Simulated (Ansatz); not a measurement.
# InP: a single-point run

Wanted: a converged single-point run for InP, and a check of what comes out. The structure is shown as the input types it. The cell is built on a prototype (CsCl type) and needn't be the phase found in nature.

Program: Ansatz 0.2.0. Level of theory: density functional or hybrid calculation with the settings of its input, plane waves (as first typed). These are calculated values, not measurements.

12 further runs of the same task are left out: 5 for a known fault of the program, 7 that didn't finish.

### 1 The structure to begin with

The structure is cubic, space group Pm-3m (No. 221). The conventional cell has a = 3.413 Å, b = 3.413 Å, c = 3.413 Å, α = 90.00°, β = 90.00°, γ = 90.00°. In (site symmetry m-3m) is surrounded by 8 P at 2.96 Å. Around P (site symmetry m-3m) lie 8 In at 2.96 Å.

The input asks for a charge of +2 e on the cell.

As a file:

```cif
data_structure
_symmetry_space_group_name_H-M 'Pm-3m'
_symmetry_Int_Tables_number 221
_cell_length_a 3.4134
_cell_length_b 3.4134
_cell_length_c 3.4134
_cell_angle_alpha 90.000
_cell_angle_beta 90.000
_cell_angle_gamma 90.000
_cell_volume 39.77
loop_
_atom_site_label
_atom_site_type_symbol
_atom_site_symmetry_multiplicity
_atom_site_Wyckoff_symbol
_atom_site_fract_x
_atom_site_fract_y
_atom_site_fract_z
_atom_site_occupancy
In1 In 1 a 0.00000 0.00000 0.00000 1
P1 P 1 b 0.50000 0.50000 0.50000 1
```

### 2 The run

File input.yaml:

```yaml
crystal:
  lattice:
    - [3.4134150559, 0.0, 0.0]
    - [0.0, 3.4134150559, 0.0]
    - [0.0, 0.0, 3.4134150559]
  atoms:
    - { symbol: In, position: [0.0, 0.0, 0.0] }
    - { symbol: P, position: [0.5, 0.5, 0.5] }
kpoints:
  mp_grid: { grid: [6, 6, 6] }
hamiltonian:
  xc: pbesol
scf:
  occupations: { method: fermi_dirac, width: 0.02 }
  n_extra_bands: 4
  max_iter: 80
output:
  forces: true
  stress: true
  eigenvalues: true
total_charge: 2
```

On the command line:

```bash
$ ansatz run input.yaml --threads 4 --pin off --max-ram 3686MiB --backend cpu --events-out ev --progress --plain --runs-dir out
```

**Question.** How will this run end, and is anything wrong with its input?

This run ends as converged. Convergence says nothing about whether the input makes sense.

Look at the input: total_charge is 2. With this charge the calculation describes a differently charged system.

Run again and compare: delete total_charge (the default then holds).
